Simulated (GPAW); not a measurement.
# Al (Fm-3m) in GPAW: further runs

Aim: see how the results for Al move with the level of theory and the settings. Levels: vdW-DF-cx, C09-vdW, SCAN+D3(BJ). Tasks: equation of state, band structure.

Everything below comes from runs of GPAW 26.7.0. Logs are shortened: lines on timing, memory, paths and dates and some standing lists are left out, and cuts for length are marked. The log counts tension as positive stress, the text compression.

**Experimental background.**

From “The interpretation of polycrystalline coherent inelastic neutron scattering from aluminium”, 2013, pmc:3831299, for a bulk crystal of Al: bulk modulus 76.9 GPa.

How close the calculation comes is told below.

### 1 The crystal as given

It takes space group Fm-3m (No. 225, cubic). Conventional cell: a = 4.050 Å, b = 4.050 Å, c = 4.050 Å, α = 90.00°, β = 90.00°, γ = 90.00°. Al (site symmetry m-3m) is surrounded by 12 Al at 2.86 Å.

### 2 Equation of state, vdW-DF-cx

The input, run.py:

```python
from ase.eos import EquationOfState
from ase.io import Trajectory, read
from ase.units import GPa
from gpaw import GPAW, PW

atoms = read('Al.cif')

traj = Trajectory('eos.traj', 'w')
volumes, energies = [], []
for x in [0.94, 0.96, 0.98, 1.0, 1.02, 1.04, 1.06]:
    a = atoms.copy()
    a.set_cell(atoms.cell * x**(1 / 3), scale_atoms=True)
    calc = GPAW(mode=PW(600),
                xc={'name': 'vdW-DF-cx', 'backend': 'libvdwxc'},
                kpts={'size': (11, 11, 11), 'gamma': True},
                occupations={'name': 'fermi-dirac', 'width': 0.05},
                nbands=7,
                convergence={'density': 1e-05, 'energy': 1e-05},
                maxiter=150,
                txt=f'eos-{x:.2f}.txt')
    a.calc = calc
    energies.append(a.get_potential_energy(force_consistent=True))
    volumes.append(a.get_volume())
    calc.write(f'eos-{x:.2f}.gpw')
    traj.write(a)
    print(f'{x:.2f} {volumes[-1]:10.4f} A^3 {energies[-1]:14.6f} eV', flush=True)

v0, e0, B = EquationOfState(volumes, energies, eos='birchmurnaghan').fit()
print(f'V0 = {v0:.4f} A^3, E0 = {e0:.6f} eV, B0 = {B / GPa:.2f} GPa')
```

The input, Al.cif:

```cif
data_Al
_cell_length_a 2.86350669
_cell_length_b 2.86350669
_cell_length_c 2.86350669
_cell_angle_alpha 60.00000000
_cell_angle_beta 60.00000000
_cell_angle_gamma 60.00000000
_space_group_name_H-M_alt 'P1'
_space_group_name_Hall 'P 1'
_space_group_IT_number 1
loop_
_space_group_symop_operation_xyz
'x,y,z'
loop_
_atom_site_label
_atom_site_type_symbol
_atom_site_symmetry_multiplicity
_atom_site_Wyckoff_symbol
_atom_site_fract_x
_atom_site_fract_y
_atom_site_fract_z
_atom_site_occupancy
Al1 Al 1 a 0.0000000000 0.0000000000 0.0000000000 1
```

Potentials or basis: GPAW PAW data sets (gpaw-data 1.2.1), pw.

Started as:

```console
$ OMP_NUM_THREADS=1 python run.py
```

Output:

```text
__  _  _
 | _ |_)|_||  |
 |__||  | ||/\| - 26.7.0

Input parameters:
  mode=PW(ecut=600.0),
  convergence={'density': 1e-05, 'energy': 1e-05},
  kpts=MonkhorstPack(size=(11, 11, 11), gamma=True),
  maxiter=150,
  nbands=7,
  occupations=Occupations(name='fermi-dirac', width=0.05),
  xc=XC(name='vdW-DF-cx', backend='libvdwxc')

Diagonalizing LCAO Hamiltonian
Converting LCAO to pw mode

       Al

Atoms  # Å, Bohr magnetons
|   | symbol |        x |        y |        z |    initial magnetic moments |
|---|--------|----------|----------|----------|-----------------------------|
| 0 |     Al | 0.000000 | 0.000000 | 0.000000 | ( 0.0000,  0.0000,  0.0000) |

Unit cell  # Å
| periodic |        x |        y |        z |  lengths |    angles |
|----------|----------|----------|----------|----------|-----------|
|      yes | 2.805051 | 0.000000 | 0.000000 | 2.805051 | 60.000000 |
|      yes | 1.402526 | 2.429246 | 0.000000 | 2.805051 | 60.000000 |
|      yes | 1.402526 | 0.809749 | 2.290315 | 2.805051 | 60.000000 |

Number of symmetries: 48
Symmetry operations  # r_c * U_cc + t_c -> r_c
|    | kind |            matrix            |
|----|------|------------------------------|
|  0 |  σ   |  1, 0, 0,  1, 0,-1,  1,-1, 0 |
|  1 |  C2  |  1, 0, 0,  1,-1, 0,  1, 0,-1 |
|  2 |  E   |  1, 0, 0,  0, 1, 0,  0, 0, 1 |
|  3 |  σ   |  1, 0, 0,  0, 0, 1,  0, 1, 0 |
|  4 |  C4  |  1, 0,-1,  1, 0, 0,  1,-1, 0 |
|  5 |  S6  |  1, 0,-1,  1,-1, 0,  1, 0, 0 |
|  6 |  σ   |  1, 0,-1,  0, 1,-1,  0, 0,-1 |
|  7 |  C3  |  1, 0,-1,  0, 0,-1,  0, 1,-1 |
|  8 |  S6  |  1,-1, 0,  1, 0, 0,  1, 0,-1 |
|  9 |  C4  |  1,-1, 0,  1, 0,-1,  1, 0, 0 |
| 10 |  C3  |  1,-1, 0,  0,-1, 1,  0,-1, 0 |
| 11 |  σ   |  1,-1, 0,  0,-1, 0,  0,-1, 1 |
| 12 |  σ   |  0, 1, 0,  1, 0, 0,  0, 0, 1 |
| 13 |  C4  |  0, 1, 0,  0, 1,-1, -1, 1, 0 |
| 14 |  C3  |  0, 1, 0,  0, 0, 1,  1, 0, 0 |
| 15 |  S6  |  0, 1, 0, -1, 1, 0,  0, 1,-1 |
| 16 |  C2  |  0, 1,-1,  1, 0,-1,  0, 0,-1 |
| 17 |  σ   |  0, 1,-1,  0, 1, 0, -1, 1, 0 |
| 18 |  S4  |  0, 1,-1,  0, 0,-1,  1, 0,-1 |
| 19 |  C4  |  0, 1,-1, -1, 1, 0,  0, 1, 0 |
| 20 |  C3  |  0, 0, 1,  1, 0, 0,  0, 1, 0 |
| 21 |  σ   |  0, 0, 1,  0, 1, 0,  1, 0, 0 |
| 22 |  S6  |  0, 0, 1,  0,-1, 1, -1, 0, 1 |
| 23 |  C4  |  0, 0, 1, -1, 0, 1,  0,-1, 1 |
| 24 |  S4  |  0, 0,-1,  1, 0,-1,  0, 1,-1 |
| 25 |  C3  |  0, 0,-1,  0, 1,-1,  1, 0,-1 |
| 26 |  C2  |  0, 0,-1,  0,-1, 0, -1, 0, 0 |
| 27 |  S6  |  0, 0,-1, -1, 0, 0,  0,-1, 0 |
| 28 |  S4  |  0,-1, 1,  1,-1, 0,  0,-1, 0 |
| 29 |  C4  |  0,-1, 1,  0, 0, 1, -1, 0, 1 |
| 30 |  C2  |  0,-1, 1,  0,-1, 0,  1,-1, 0 |
| 31 |  σ   |  0,-1, 1, -1, 0, 1,  0, 0, 1 |
| 32 |  C3  |  0,-1, 0,  1,-1, 0,  0,-1, 1 |
| 33 |  S6  |  0,-1, 0,  0, 0,-1, -1, 0, 0 |
| 34 |  S4  |  0,-1, 0,  0,-1, 1,  1,-1, 0 |
| 35 |  C2  |  0,-1, 0, -1, 0, 0,  0, 0,-1 |
| 36 |  C2  | -1, 1, 0,  0, 1, 0,  0, 1,-1 |
| 37 |  S6  | -1, 1, 0,  0, 1,-1,  0, 1, 0 |
| 38 |  S4  | -1, 1, 0, -1, 0, 1, -1, 0, 0 |
| 39 |  C3  | -1, 1, 0, -1, 0, 0, -1, 0, 1 |
| 40 |  S6  | -1, 0, 1,  0, 0, 1,  0,-1, 1 |
| 41 |  C2  | -1, 0, 1,  0,-1, 1,  0, 0, 1 |
| 42 |  C3  | -1, 0, 1, -1, 1, 0, -1, 0, 0 |
| 43 |  S4  | -1, 0, 1, -1, 0, 0, -1, 1, 0 |
| 44 |  C2  | -1, 0, 0,  0, 0,-1,  0,-1, 0 |
| 45 |  i   | -1, 0, 0,  0,-1, 0,  0, 0,-1 |
| 46 |  σ   | -1, 0, 0, -1, 1, 0, -1, 0, 1 |
| 47 |  C2  | -1, 0, 0, -1, 0, 1, -1, 1, 0 |

BZ-sampling:
  Number of BZ points: 1331
  Number of IBZ points: 56

  Monkhorst-Pack size: [11, 11, 11]
  Monkhorst-Pack shift: [0, 0, 0]

K-points  # in reciprocal-cell coordinates
|     |                                coordinates |     weight |
|-----|--------------------------------------------|------------|
|   0 | (  0.00000000,   0.00000000,   0.00000000) | 0.00075131 |
|   1 | (  0.09090909,   0.09090909,   0.00000000) | 0.00450789 |
|   2 | (  0.09090909,   0.09090909,   0.09090909) | 0.00601052 |
|   3 | (  0.18181818,   0.09090909,   0.09090909) | 0.00901578 |
|   4 | (  0.18181818,   0.18181818,   0.00000000) | 0.00450789 |
|   5 | (  0.18181818,   0.18181818,   0.09090909) | 0.01803156 |
|   6 | (  0.18181818,   0.18181818,   0.18181818) | 0.00601052 |
|   7 | (  0.27272727,   0.18181818,   0.09090909) | 0.01803156 |
|   8 | (  0.27272727,   0.18181818,   0.18181818) | 0.01803156 |
|   9 | (  0.27272727,   0.27272727,   0.00000000) | 0.00450789 |
| ... |                                            |            |
|  55 | (  0.45454545,   0.45454545,   0.45454545) | 0.00601052 |

Plane wave coefficients: 534
Cutoff: 600.0 eV

Spin-components: 1 (collinear spins)
Bands:           7
Projectors:      5
Spin-degeneracy: 2
Datatype:        complex128

Parallelization:
  kpt:    1
  domain: 1
  band:   1

Density:
  Valence electrons: 3.0
  Components: 1
  Grid points: [16 16 16]
  Charge: 0.0  # |e|

Potential:
  Grid points: [16 16 16]

species:
  Al:
    name:    Aluminium
    Z:       13.0
    valence: 3
    core:    10
    charge:  0.0  # [|e|]
    compensation charges:
      type: gauss
      rc: 0.34  # [Å]
      lmax: 2
    cutoffs:
      filter: 1.91  # [Å]
      core: 2.36  # [Å]
    projectors
    | kind |    occ | energy [eV] | rcut [Å] |
    |------|--------|-------------|----------|
    |   3s |  2.000 |      -7.753 |    1.085 |
    |   3p |  1.000 |      -2.712 |    1.085 |
    |    s |        |      19.459 |    1.085 |
    |    p |        |      24.499 |    1.085 |
    |    d |        |       0.000 |    1.085 |

    Using partial waves for Al as LCAO basis

Reference energy: -6603.423265  # eV

eigensolver:
  PPCG
  Converge bands: occupied
  niter=2

density mixing:
  MSR1-Mixer
  Pratt-step length: 0.05
  Maximum mixing coefficient: 0.75
  Old densities: 10
  SVD Regularization: 0.005
  Good broyden scale: 1.0
  Trust region scale: 1.0
  Backstep threshold: 4.0
  History deletion threshold: 6.0
  Fourier metric: weight=20.0, sigma=0.015

occupation numbers:
  Fermi-Dirac:
    width: 0.0500  # eV

poisson solver:
  ecut: 4800.0  # eV

xc functional:
  name: vdW-DF-cx with libvdwxc
  Mode: serial
  Semilocal: GGA_X_LV_RPW86+LDA_C_PW with 2 nearest neighbor stencil
  Local blocksize: 32 x 32 x 32
  PAW datasets: PBE

convergence criteria:
- Maximum integral of absolute [dens]ity change: 1e-05 electrons / valence electron
- Maximum [total energy] change in last 3 cyles: 1e-05 eV / valence electron
- Maximum integral of absolute [eigenst]ate change: 4e-08 eV^2 / valence electron
maximum number of iterations: 150

SCF iterations
|iter     | |      energy | eigst |  dens |
|---------|-|-------------|-------|-------|
|iter:   1| |    1.893867 | -0.20 |       |
|iter:   2| |    1.893196 | -3.39 | -0.98 |
|iter:   3| |    1.889738 | -3.80 | -1.00 |
|iter:   4| |    1.889233 | -4.45 | -1.55 |
|iter:   5| |    1.889232 | -6.53 | -2.97 |
|iter:   6| |    1.889232c| -7.22 | -3.42 |
|iter:   7| |    1.889232c| -8.35c| -4.70 |
|iter:   8| |    1.889232c| -8.76c| -5.13c|

Converged in 8 steps
Energy contributions relative to reference atoms: (reference = -6603.423265)

Energy contributions:
  Kinetic:           5.343166
  Coulomb:          -2.950973
  Zero:             -0.009445
  External:          0.000000
  Xc:               -0.491496
  Entropy:          -0.004041
  Spinorbit:         0.000000
  ----------------------------
  Free energy:       1.887212
  Extrapolated:      1.889232

dipole moment: (-9.612888, -5.550003, -3.924445)  # |e|*Ang

Fermi level: 7.744
Eigenvalues  # (at kpt = [0.000, 0.000, 0.000])
| band index |      eig [eV] | occ [0-2] |
|------------|---------------|-----------|
|          0 |        -3.772 |     2.000 |
|          1 |        20.667 |     0.000 |
|          2 |        20.667 |     0.000 |
|          3 |        20.667 |     0.000 |
|          4 |        22.622 |     0.000 |
|          5 |        22.622 |     0.000 |
|          6 |        22.622 |     0.000 |

No gap
No difference between direct/indirect transitions
# Writing to eos-0.94.gpw (mode='')
```

Wall time 15 s (1 thread of AMD EPYC 9R45 (Zen 5), shared host); peak memory 0.19 GiB.

Results:

```
Equilibrium volume                      : 16.68 Å³/atom
Bulk modulus                            : 78 GPa
Pressure derivative of the bulk modulus : 4.4
```

Energy against volume, from the lowest point:
```tsv
volume (Å³/atom)	energy (meV/atom)
15.607	18.93
15.939	8.68
16.271	2.50
16.603	0.00
16.935	0.80
17.267	4.57
17.599	10.98
```

Caveat: the PAW data sets were made with another functional, which shifts forces and pressure a little.

### 3 Band structure, C09-vdW

The input, run.py:

```python
from ase.dft.bandgap import bandgap
from ase.io import read, write
from gpaw import GPAW, PW

atoms = read('Al.cif')

calc = GPAW(mode=PW(600),
            xc={'name': 'C09-vdW', 'backend': 'libvdwxc'},
            kpts={'size': (11, 11, 11), 'gamma': True},
            occupations={'name': 'fermi-dirac', 'width': 0.05},
            nbands=7,
            convergence={'density': 1e-05, 'energy': 1e-05},
            maxiter=150,
            txt='gpaw.txt')
atoms.calc = calc
energy = atoms.get_potential_energy()
forces = atoms.get_forces()
calc.write('gs.gpw')
write('result.traj', atoms)
print(f'Energy: {energy:.6f} eV')
print('Forces (eV/A):')
print(forces.round(4))
print('Fermi level:', round(calc.get_fermi_level(), 4), 'eV')
print(f'Gap: {bandgap(calc)[0]:.4f} eV, direct: {bandgap(calc, direct=True)[0]:.4f} eV')

path = atoms.cell.bandpath('GXWKGLUWLK,UX', npoints=100, eps=1e-4)
bs_calc = calc.fixed_density(kpts=path, symmetry='off', nbands=13,
                             convergence={'bands': 'CBM+6.0', 'eigenstates': 1e-6}, txt='bands.txt')
bs = bs_calc.band_structure()
bs.write('bs.json')
print(f'Gap on the path: {bandgap(bs_calc)[0]:.4f} eV')
```

Al.cif is that of step 2.

Potentials or basis: GPAW PAW data sets (gpaw-data 1.2.1), pw.

Started as:

```console
$ OMP_NUM_THREADS=1 python run.py
```

Run time: 5.4 s. Hardware: 1 thread of AMD EPYC 9R45 (Zen 5), shared host; peak memory 0.17 GiB.

It converged, with:

```yaml
Free_energy: 2.7897 eV
Band_gap_along_the_path: none (metal or under the smearing width)
```

Levels at the corners of the path, in eV from the Fermi level:
| point | band 1 | band 2 | band 3 | band 4 | band 5 |
| --- | --- | --- | --- | --- | --- |
| Γ | -11.09 | 12.55 | 12.55 | 12.55 | 13.99 |
| X | -2.93 | -1.60 | 5.23 | 5.54 | 5.54 |
| W | -0.86 | -0.86 | 0.18 | 1.07 | 15.78 |
| K | -1.90 | -1.36 | -0.41 | 6.51 | 8.17 |
| Γ | -11.09 | 12.55 | 12.55 | 12.55 | 13.99 |
| L | -4.58 | -4.38 | 11.31 | 11.31 | 11.41 |
| U | -1.90 | -1.36 | -0.41 | 6.51 | 8.17 |
| W | -0.86 | -0.86 | 0.18 | 1.07 | 15.78 |
| L | -4.58 | -4.38 | 11.31 | 11.31 | 11.41 |
| K | -1.90 | -1.36 | -0.41 | 6.51 | 8.17 |
| U | -1.90 | -1.36 | -0.41 | 6.51 | 8.17 |
| X | -2.93 | -1.60 | 5.23 | 5.54 | 5.54 |

Caveat: the PAW data sets were made with another functional, which shifts forces and pressure a little.

### 4 Equation of state, SCAN+D3(BJ)

The input, run.py:

```python
from ase import Atoms
from ase.calculators.mixing import SumCalculator
from ase.eos import EquationOfState
from ase.io import Trajectory
from ase.units import GPa
from dftd3.ase import DFTD3
from gpaw import GPAW, PW

atoms = Atoms(['Al'],
              cell=[[0.0, 2.024805, 2.024805],
                    [2.024805, 0.0, 2.024805],
                    [2.024805, 2.024805, 0.0]],
              scaled_positions=[[0.0, 0.0, 0.0]],
              pbc=True)

traj = Trajectory('eos.traj', 'w')
volumes, energies = [], []
for x in [0.94, 0.96, 0.98, 1.0, 1.02, 1.04, 1.06]:
    a = atoms.copy()
    a.set_cell(atoms.cell * x**(1 / 3), scale_atoms=True)
    calc = GPAW(mode=PW(600),
                xc='MGGA_X_SCAN+MGGA_C_SCAN',
                kpts={'size': (11, 11, 11), 'gamma': True},
                occupations={'name': 'fermi-dirac', 'width': 0.05},
                nbands=7,
                convergence={'density': 1e-05, 'energy': 1e-05},
                maxiter=150,
                txt=f'eos-{x:.2f}.txt')
    a.calc = SumCalculator([calc, DFTD3(method='scan', damping='d3bj')])
    energies.append(a.get_potential_energy())
    volumes.append(a.get_volume())
    p = -a.get_stress()[:3].mean() / GPa
    calc.write(f'eos-{x:.2f}.gpw')
    traj.write(a)
    print(f'{x:.2f} {volumes[-1]:10.4f} A^3 {energies[-1]:14.6f} eV {p:9.3f} GPa', flush=True)

v0, e0, B = EquationOfState(volumes, energies, eos='birchmurnaghan').fit()
print(f'V0 = {v0:.4f} A^3, E0 = {e0:.6f} eV, B0 = {B / GPa:.2f} GPa')
```

Potentials or basis: GPAW PAW data sets (gpaw-data 1.2.1), pw.

Started as:

```console
$ OMP_NUM_THREADS=1 python run.py
```

Output:

```text
__  _  _
 | _ |_)|_||  |
 |__||  | ||/\| - 26.7.0

Input parameters:
  mode=PW(ecut=600.0),
  convergence={'density': 1e-05, 'energy': 1e-05},
  kpts=MonkhorstPack(size=(11, 11, 11), gamma=True),
  maxiter=150,
  nbands=7,
  occupations=Occupations(name='fermi-dirac', width=0.05),
  xc=XC(name='MGGA_X_SCAN+MGGA_C_SCAN')

Diagonalizing LCAO Hamiltonian
Converting LCAO to pw mode

       Al

Atoms  # Å, Bohr magnetons
|   | symbol |        x |        y |        z |    initial magnetic moments |
|---|--------|----------|----------|----------|-----------------------------|
| 0 |     Al | 0.000000 | 0.000000 | 0.000000 | ( 0.0000,  0.0000,  0.0000) |

Unit cell  # Å
| periodic |        x |        y |        z |  lengths |    angles |
|----------|----------|----------|----------|----------|-----------|
|      yes | 0.000000 | 1.983471 | 1.983471 | 2.805051 | 60.000000 |
|      yes | 1.983471 | 0.000000 | 1.983471 | 2.805051 | 60.000000 |
|      yes | 1.983471 | 1.983471 | 0.000000 | 2.805051 | 60.000000 |

Number of symmetries: 48
Symmetry operations  # r_c * U_cc + t_c -> r_c
|    | kind |            matrix            |
|----|------|------------------------------|
|  0 |  σ   |  1, 0, 0,  1, 0,-1,  1,-1, 0 |
|  1 |  C2  |  1, 0, 0,  1,-1, 0,  1, 0,-1 |
|  2 |  E   |  1, 0, 0,  0, 1, 0,  0, 0, 1 |
|  3 |  σ   |  1, 0, 0,  0, 0, 1,  0, 1, 0 |
|  4 |  C4  |  1, 0,-1,  1, 0, 0,  1,-1, 0 |
|  5 |  S6  |  1, 0,-1,  1,-1, 0,  1, 0, 0 |
|  6 |  σ   |  1, 0,-1,  0, 1,-1,  0, 0,-1 |
|  7 |  C3  |  1, 0,-1,  0, 0,-1,  0, 1,-1 |
|  8 |  S6  |  1,-1, 0,  1, 0, 0,  1, 0,-1 |
|  9 |  C4  |  1,-1, 0,  1, 0,-1,  1, 0, 0 |
| 10 |  C3  |  1,-1, 0,  0,-1, 1,  0,-1, 0 |
[... 141 lines left out ...]
- Maximum integral of absolute [eigenst]ate change: 4e-08 eV^2 / valence electron
maximum number of iterations: 150

SCF iterations
|iter     | |      energy | eigst |  dens |
|---------|-|-------------|-------|-------|
|iter:   1| |   -7.807807 | -0.14 |       |
|iter:   2| |   -7.641786 | -2.56 | -1.01 |
|iter:   3| |-14813485.538241 | +7.17 | -1.00 |
|iter:   4| |   -6.663332 | +2.67 | +3.10 |
|iter:   5| |   -7.643480 | -0.52 | -1.02 |
|iter:   6| |   -7.647772 | -2.94 | -1.57 |
|iter:   7| |   -7.649486 | -4.08 | -1.99 |
|iter:   8| |   -7.649747 | -5.03 | -2.62 |
|iter:   9| |   -7.650002 | -4.64 | -2.72 |
|iter:  10| |   -7.649855 | -5.08 | -2.43 |
|iter:  11| |   -7.649866 | -6.06 | -3.36 |
|iter:  12| |   -7.649854c| -6.53 | -3.42 |
|iter:  13| |   -7.649858c| -7.34 | -3.82 |
|iter:  14| |   -7.649856c| -8.23c| -4.71 |
|iter:  15| |   -7.649856c| -8.98c| -4.56 |
|iter:  16| |   -7.649856c| -7.58c| -5.29c|

Converged in 16 steps
Energy contributions relative to reference atoms: (reference = -6603.423265)

Energy contributions:
  Kinetic:           4.086130
  Coulomb:          -1.767017
  Zero:             -0.017562
  External:          0.000000
  Xc:               -9.949666
  Entropy:          -0.003483
  Spinorbit:         0.000000
  ----------------------------
  Free energy:      -7.651598
  Extrapolated:     -7.649856

dipole moment: (-6.786234, -6.786234, -6.786234)  # |e|*Ang

Fermi level: 7.699
Eigenvalues  # (at kpt = [0.000, 0.000, 0.000])
| band index |      eig [eV] | occ [0-2] |
|------------|---------------|-----------|
|          0 |        -4.222 |     2.000 |
|          1 |        21.181 |     0.000 |
|          2 |        21.181 |     0.000 |
|          3 |        21.181 |     0.000 |
|          4 |        23.126 |     0.000 |
|          5 |        23.126 |     0.000 |
|          6 |        23.126 |     0.000 |

No gap
No difference between direct/indirect transitions

Stress tensor  # eV/Ang^3
|         x |         y |         z |
|-----------|-----------|-----------|
| -0.019785 |  0.000000 | -0.000000 |
|  0.000000 | -0.019785 |  0.000000 |
| -0.000000 |  0.000000 | -0.019785 |

# Writing to eos-0.94.gpw (mode='')
```

stdout:

```text
0.94    15.6066 A^3      -7.755056 eV     2.079 GPa
0.96    15.9386 A^3      -7.757426 eV     0.216 GPa
0.98    16.2707 A^3      -7.756121 eV    -1.434 GPa
1.00    16.6027 A^3      -7.751600 eV    -2.866 GPa
1.02    16.9348 A^3      -7.744411 eV    -4.127 GPa
1.04    17.2668 A^3      -7.734559 eV    -5.290 GPa
1.06    17.5989 A^3      -7.722440 eV    -6.344 GPa
V0 = 15.9813 A^3, E0 = -7.757415 eV, B0 = 81.77 GPa
```

eos-0.96.txt:

```text
SCF iterations
|iter     | |      energy | eigst |  dens |
|---------|-|-------------|-------|-------|
|iter:   1| |   -7.817431 | -0.14 |       |
|iter:   2| |   -7.652199 | -2.57 | -1.00 |
|iter:   3| |-1435940.064064 | +6.15 | -0.99 |
|iter:   4| |   -6.630458 | +2.65 | +2.60 |
|iter:   5| |   -7.649397 | -0.51 | -1.01 |
[... 36 lines left out ...]
|          3 |        20.817 |     0.000 |
|          4 |        22.594 |     0.000 |
|          5 |        22.594 |     0.000 |
|          6 |        22.594 |     0.000 |

No gap
No difference between direct/indirect transitions

Stress tensor  # eV/Ang^3
|         x |         y |         z |
|-----------|-----------|-----------|
| -0.007880 |  0.000000 |  0.000000 |
|  0.000000 | -0.007880 |  0.000000 |
|  0.000000 |  0.000000 | -0.007880 |

# Writing to eos-0.96.gpw (mode='')
```

Wall time 70 s (1 thread of AMD EPYC 9R45 (Zen 5), shared host); peak memory 0.35 GiB.

What came out:

```yaml
Equilibrium_volume: "15.98 Å³/atom (rough: see the caveat)"
Bulk_modulus: 81 GPa (rough)
```

Energy against volume, from the lowest point:
```
volume (Å³/atom)  energy (meV/atom)
          15.607               2.35
          15.939               0.00
          16.271               1.29
          16.603               5.77
          16.935              12.89
          17.267              22.65
          17.599              34.66
```

Caveat: the points scatter about the fit; the PAW data sets were made with another functional, which shifts forces and pressure a little.

### 5 How close it comes

Step 2. A measured bulk modulus of Al is 76.9 GPa (quoted in “The interpretation of polycrystalline coherent inelastic neutron scattering from aluminium”, 2013, pmc:3831299); the calculated 78 GPa misses it by +1.1 %. The fit is for a static lattice scaled at fixed shape and fixed fractional positions. The cell as given is a measured one (16.60 Å³/atom); vdW-DF-cx puts the equilibrium volume +0.5 % from it, thermal expansion not counted.
